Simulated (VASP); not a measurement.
Zr in VASP: the effect of functional

Crystal: Zr.

```
Zr
1.0
     3.23200    0.00000    0.00000
    -1.61600    2.79899    0.00000
     0.00000    0.00000    5.14700
Zr
2
Direct
  0.33465 0.67413 0.25390
  0.66535 0.32587 0.74610
```

The cell isn't the ideal one: atom 2 moved 0.06 Å.

Alike in all runs:

- Program: VASP 6.6.1
- Task: band structure
- Cutoff: 520 eV
- k mesh: 9 × 9 × 5
- Occupations: fermi-dirac, width 0.05 eV
- Spin: no spin polarisation

| functional | potentials or basis | pressure (GPa) |
| --- | --- | --- |
| LDA | VASP PAW LDA potentials, release 64 (Zr_sv) | -5.9 |
| PBE | VASP PAW PBE potentials, release 64 (Zr_sv) | 0.5 |
| PBEsol | VASP PAW PBE potentials, release 64 (Zr_sv) | -3.2 |
| RPBE | VASP PAW PBE potentials, release 64 (Zr_sv) | 2.8 |
| revPBE | VASP PAW PBE potentials, release 64 (Zr_sv) | 2.1 |
| BLYP | VASP PAW PBE potentials, release 64 (Zr_sv) | ? |
| AM05 | VASP PAW PBE potentials, release 64 (Zr_sv) | -3.0 |
| PW91 | VASP PAW PBE potentials, release 64 (Zr_sv) | 0.3 |
| r2SCAN | VASP PAW PBE potentials, release 64 (Zr_sv) | 0.9 |
| SCAN | VASP PAW PBE potentials, release 64 (Zr_sv) | 0.2 |

What does the run with functional BLYP give?

Pressure 3.8 GPa.

Caveats: the PAW data sets were made with another functional, which shifts forces and pressure a little (some runs).
